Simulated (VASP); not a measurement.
# Ce (P6_3/mmc) in VASP: single point with PBE

Aim: the single point of Ce with PBE.

All numbers are computed with VASP 6.6.1; they aren't measurements. Logs are shortened: lines on timing, memory, paths and dates and some standing lists are left out, and cuts for length are marked.

### Step 1. Starting point

It takes space group P6_3/mmc (No. 194, hexagonal). The conventional cell has a = 3.327 Å, b = 3.327 Å, c = 5.639 Å, α = 90.00°, β = 90.00°, γ = 120.00°. Around Ce (site symmetry -6m2) lie 12 Ce at 3.33 to 3.41 Å.

The cell was built by a generator and needn't be a form met in nature.

### Step 2. Single point, PBE, collinear spin, typed start

File INCAR:

```
PREC     = Accurate       # precision mode
ENCUT    = 520            # plane-wave cutoff, eV
EDIFF    = 1E-7           # SCF threshold, eV
ISMEAR   = 0              # smearing method
SIGMA    = 0.05           # smearing width, eV
LREAL    = False          # projectors in reciprocal space
LASPH    = True           # aspherical terms in the spheres
NELM     = 150            # most SCF steps
ALGO     = Normal         # electronic algorithm
ISIF     = 2              # what is computed and relaxed
LWAVE    = False          # write WAVECAR
LCHARG   = False          # write CHGCAR
ISPIN    = 2              # spin polarisation
MAGMOM   = 1 1            # initial moments
LORBIT   = 11             # projections on sites
LMAXMIX  = 6              # l up to which the mixer works
GGA      = PE             # functional
NBANDS   = 23             # bands
```

File KPOINTS:

```
regular mesh
0
Gamma
  6 6 4
```

File POSCAR:

```
Ce
1.0
    3.3268025217      0.0000000000      0.0000000000
   -1.6634012608      2.8810954971      0.0000000000
    0.0000000000      0.0000000000      5.6387860434
Ce
2
Direct
    0.3333333333      0.6666666667      0.7500000000
    0.6666666667      0.3333333333      0.2500000000
```

Potentials or basis: VASP PAW PBE potentials, release 64 (Ce).

Run with:

```console
> cat potpaw_PBE.64/Ce/POTCAR > POTCAR
> mpirun -np 1 vasp_std > vasp.out
```

OUTCAR:

```text
PREC = Accurate
   ENCUT = 520
   EDIFF = 1E-7
   ISMEAR = 0
   LREAL = False
   LASPH = True
   NELM = 150
   ISIF = 2
   ISPIN = 2
   LORBIT = 11
   GGA = PE

 ion  position               nearest neighbor table
   1  0.333  0.667  0.750-
   2  0.667  0.333  0.250-

  LATTYP: Found a hexagonal cell.
 ALAT       =     3.3268025217
 C/A-ratio  =     1.6949566458

  Lattice vectors:

 A1 = (   3.3268025217,   0.0000000000,   0.0000000000)
 A2 = (  -1.6634012608,   2.8810954971,   0.0000000000)
 A3 = (   0.0000000000,   0.0000000000,   5.6387860434)

Analysis of symmetry for initial positions (statically):
=====================================================================
 Subroutine PRICEL returns:
 Original cell was already a primitive cell.

 Routine SETGRP: Setting up the symmetry group for a
 hexagonal supercell.

 Subroutine GETGRP returns: Found 24 space group operations
 (whereof 12 operations were pure point group operations)
 out of a pool of 24 trial point group operations.

The static configuration has the point symmetry D_3d.
 The point group associated with its full space group is D_6h.

Analysis of symmetry for dynamics (positions and initial velocities):
=====================================================================
 Subroutine PRICEL returns:
 Original cell was already a primitive cell.

 Routine SETGRP: Setting up the symmetry group for a
 hexagonal supercell.

 Subroutine GETGRP returns: Found 24 space group operations
 (whereof 12 operations were pure point group operations)
 out of a pool of 24 trial point group operations.

The dynamic configuration has the point symmetry D_3d.
 The point group associated with its full space group is D_6h.

Analysis of structural, dynamic, and magnetic symmetry:
=====================================================================
 Subroutine PRICEL returns:
 Original cell was already a primitive cell.

 Routine SETGRP: Setting up the symmetry group for a
 hexagonal supercell.

 Subroutine GETGRP returns: Found 24 space group operations
 (whereof 12 operations were pure point group operations)
 out of a pool of 24 trial point group operations.

The overall configuration has the point symmetry D_3d.
 The point group associated with its full space group is D_6h.

 Subroutine INISYM returns: Found 24 space group operations
 (whereof 12 operations are pure point group operations),
 and found     1 'primitive' translations

----------------------------------------------------------------------------------------

                                     Primitive cell

  volume of cell :      54.0468

  direct lattice vectors                    reciprocal lattice vectors
     3.326802522  0.000000000  0.000000000     0.300588927  0.173545098  0.000000000
    -1.663401261  2.881095497  0.000000000     0.000000000  0.347090196  0.000000000
     0.000000000  0.000000000  5.638786043     0.000000000  0.000000000  0.177343136

  length of vectors
     3.326802522  3.326802522  5.638786043     0.347090196  0.347090196  0.177343136

  position of ions in fractional coordinates (direct lattice)
     0.333333333  0.666666667  0.750000000
     0.666666667  0.333333333  0.250000000

  ion indices of the primitive-cell ions
   primitive index   ion index
                 1           1
                 2           2

----------------------------------------------------------------------------------------

 KPOINTS: regular mesh

Automatic generation of k-mesh.
 Grid dimensions read from file:
 generate k-points for:    6    6    4

 Generating k-lattice:

  Cartesian coordinates                     Fractional coordinates (reciprocal lattice)
     0.050098154  0.028924183  0.000000000     0.166666667  0.000000000  0.000000000
     0.000000000  0.057848366  0.000000000     0.000000000  0.166666667  0.000000000
     0.000000000  0.000000000  0.044335784     0.000000000  0.000000000  0.250000000

  Length of vectors
     0.057848366  0.057848366  0.044335784

  Shift w.r.t. Gamma in fractional coordinates (k-lattice)
     0.000000000  0.000000000  0.000000000

 Subroutine IBZKPT returns following result:
 ===========================================

 Found     21 irreducible k-points:

 Following reciprocal coordinates:
            Coordinates               Weight
  0.000000  0.000000  0.000000      1.000000
  0.166667  0.000000  0.000000      6.000000
  0.333333  0.000000  0.000000      6.000000
  0.500000  0.000000  0.000000      3.000000
  0.166667  0.166667  0.000000      6.000000
  0.333333  0.166667  0.000000     12.000000
[... 13 lines left out ...]
  0.333333  0.166667  0.500000     12.000000
  0.333333  0.333333  0.500000      2.000000
   k-points           NKPTS =     21   k-points in BZ     NKDIM =     21   number of bands    NBANDS=     23
   number of dos      NEDOS =    301   number of ions     NIONS =      2
   total plane-waves  NPLWV =  32928
   dimension x,y,z NGX =    28 NGY =   28 NGZ =   42
   dimension x,y,z NGXF=    56 NGYF=   56 NGZF=   84
   ions per type =               2
   NGX,Y,Z   is equivalent  to a cutoff of  13.99, 13.99, 12.38 a.u.
   NGXF,Y,Z  is equivalent  to a cutoff of  27.98, 27.98, 24.77 a.u.
 SYSTEM =  unknown system
   PREC   = accura    normal or accurate (medium, high low for compatibility)
   ISTART =      0    job   : 0-new  1-cont  2-samecut
   ICHARG =      2    charge: 1-file 2-atom 10-const
   ISPIN  =      2    spin polarized calculation?
   LNONCOLLINEAR =      F non collinear calculations
   LSORBIT =      F    spin-orbit coupling
   LASPH  =      T    aspherical Exc in radial PAW
   ENCUT  =  520.0 eV  38.22 Ry    6.18 a.u.   6.19  6.19 10.48*2*pi/ulx,y,z
   NELM   =    150;   NELMIN=  2; NELMDL= -5     # of ELM steps
   EDIFF  = 0.1E-06   stopping-criterion for ELM
   LREAL  =      F    real-space projection
   EDIFFG = 0.1E-05   stopping-criterion for IOM
   NSW    =      0    number of steps for IOM
   IBRION =     -1    ionic relax: 0-MD 1-quasi-New 2-CG
   NFREE  =      0    steps in history (QN), initial steepest desc. (CG)
   ISIF   =      2    stress and relaxation
   ISYM   =      2    0-nonsym 1-usesym 2-fastsym
   POTIM  = 0.5000    time-step for ionic-motion
   TEBEG  =    0.0;   TEEND  =   0.0 temperature during run
   PSTRESS=    0.0 pullay stress
   NELECT =      24.0000    total number of electrons
   NUPDOWN=      -1.0000    fix difference up-down
   EMIN   =  10.00;   EMAX   =-10.00  energy-range for DOS
   EFERMI =   0.00;   METHOD = LEGACY
   ISMEAR =     0;   SIGMA  =   0.05  broadening in eV -4-tet -1-fermi 0-gaus
   EFERMI_NEDOS =   21; number of points for ismear=-14 and -15
   IALGO  =     38    algorithm
   IMIX   =      4    mixing-type and parameters
     AMIX     =   0.40;   BMIX     =  1.00
     AMIX_MAG =   1.60;   BMIX_MAG =  1.00
  volume/ion in A,a.u.               =      27.02       182.36
  Fermi-wavevector in a.u.,A,eV,Ry     =   1.248979  2.360228 21.224390  1.559949
  Thomas-Fermi vector in A             =   2.383041
   LORBIT       =     11    0 simple, 1 ext, 2 COOP (PROOUT), +10 PAW based schemes
   GGA     = PE    functional components
   LHFCALC =     F    Hartree Fock is set to
   AEXX    =    0.0000 exact exchange contribution
   IVDW    =     0    specifies the selected vdW correction
   LEPSILON=     F    determine dielectric tensor
   LRPA    =     F    only Hartree local field effects (RPA)
 spin polarized calculation
 Gauss-broadening in eV      SIGMA  =   0.05
  energy-cutoff  :      520.00
  volume of cell :       54.05
 maximum number of plane-waves:      1472
 NGX is ok and might be reduce to    28
   NGX = 13   NGY = 13   NGZ = 21

 number of electron      24.0000001 magnetization       0.0007061

 Free energy of the ion-electron system (eV)
  ---------------------------------------------------
  ext. energy  EPLUGINS =         0.00000000
  ---------------------------------------------------
  free energy    TOTEN  =       -11.70304160 eV

  energy without entropy =      -11.69759573  energy(sigma->0) =      -11.70031867

 E-fermi :   9.1206     XC(G=0): -11.1874

 val. band max:        9.0717750556   @ k =   0.1667   0.0000   0.0000
 cond. band min:       9.1379301088   @ k =   0.5000   0.0000   0.2500
 fundamental gap:      0.0661550532
 Fermi energy:         9.1205954332

 spin component 1

 k-point     1 :       0.0000    0.0000    0.0000
  band No.  band energies     occupation
      1     -25.5699      1.00000
      2     -25.1429      1.00000
      3      -9.4561      1.00000
      4      -7.0540      1.00000
      5      -7.0540      1.00000
      6      -6.9188      1.00000
[... 15 lines left out ...]
     22       9.9842      0.00000
     23      10.3158      0.00000
[... 496 lines left out ...]
  band No.  band energies     occupation
      1     -24.9373      1.00000
      2     -24.9373      1.00000
      3      -8.9664      1.00000
      4      -8.9664      1.00000
      5      -8.5723      1.00000
      6      -8.5723      1.00000
[... 15 lines left out ...]
     22      10.0769      0.00000
     23      10.3512      0.00000
 Fermi energy:         9.1205954332

 spin component 2

 k-point     1 :       0.0000    0.0000    0.0000
  band No.  band energies     occupation
      1     -25.5697      1.00000
      2     -25.1428      1.00000
      3      -9.4560      1.00000
      4      -7.0539      1.00000
      5      -7.0539      1.00000
      6      -6.9187      1.00000
[... 15 lines left out ...]
     22       9.9843      0.00000
     23      10.3225      0.00000
[... 497 lines left out ...]
      1     -24.9371      1.00000
      2     -24.9371      1.00000
      3      -8.9663      1.00000
      4      -8.9663      1.00000
      5      -8.5722      1.00000
      6      -8.5722      1.00000
[... 15 lines left out ...]
     22      10.0771      0.00000
     23      10.3514      0.00000

------------------------ aborting loop because EDIFF is reached ----------------------------------------

  FORCE on cell =-STRESS in cart. coord.  units (eV):
  Direction    XX          YY          ZZ          XY          YZ          ZX
  --------------------------------------------------------------------------------------
  -------------------------------------------------------------------------------------
  Total       -0.0035923     -0.0035923      0.0080947     -0.0000000     -0.0000000      0.0000000
  in kB       -0.1064904     -0.1064904      0.2399602     -0.0000000     -0.0000000      0.0000000
  external PRESSURE =       0.0089931 kB  Pullay stress =       0.0000000 kB

 VOLUME and BASIS-vectors are now :
 -----------------------------------------------------------------------------
  energy-cutoff  :      520.00
  volume of cell :       54.05
      direct lattice vectors                 reciprocal lattice vectors
     3.326802522  0.000000000  0.000000000     0.300588927  0.173545098  0.000000000
    -1.663401261  2.881095497  0.000000000     0.000000000  0.347090196  0.000000000
     0.000000000  0.000000000  5.638786043     0.000000000  0.000000000  0.177343136

 POSITION                                       TOTAL-FORCE (eV/Angst)
 -----------------------------------------------------------------------------------
     -0.00000      1.92073      4.22909         0.000000      0.000000      0.000000
      1.66340      0.96037      1.40970        -0.000000     -0.000000      0.000000
 -----------------------------------------------------------------------------------
    total drift:                               -0.000000      0.000000     -0.000000

  FREE ENERGIE OF THE ION-ELECTRON SYSTEM (eV)
  ---------------------------------------------------
  free  energy   TOTEN  =       -11.7030416023 eV

  energy  without entropy=      -11.6975957305  energy(sigma->0) =      -11.70031867

 total charge

# of ion       s       p       d       f       tot
--------------------------------------------------
    1        2.094   5.565   1.229   1.011   9.900
    2        2.094   5.565   1.229   1.011   9.900
--------------------------------------------------
tot          4.188  11.131   2.459   2.023  19.801

 magnetization (x)

# of ion       s       p       d       f       tot
--------------------------------------------------
    1       -0.000  -0.000   0.000   0.000   0.000
    2       -0.000  -0.000   0.000   0.000   0.000
--------------------------------------------------
tot         -0.000  -0.000   0.000   0.000   0.000
```

Wall time 3.3 min (1 thread of Intel Xeon Platinum 8375C at 2.90GHz (Ice Lake), shared host); peak memory 0.23 GiB.

What came out:

* Free energy: -11.7030 eV
* Pressure: 0.0 GPa
* Band gap on the k mesh: none (metal or under the smearing width)
* Net moment: 0.00 μB per cell
* Valence electrons inside the program's atomic spheres: Ce 9.90

Caveat: the k mesh is coarse (spacing up to 0.36 Å⁻¹), so the values aren't converged; the magnetic or orbital state may not be the lowest; spin-orbit coupling is left out, which moves the levels of the heavy elements.
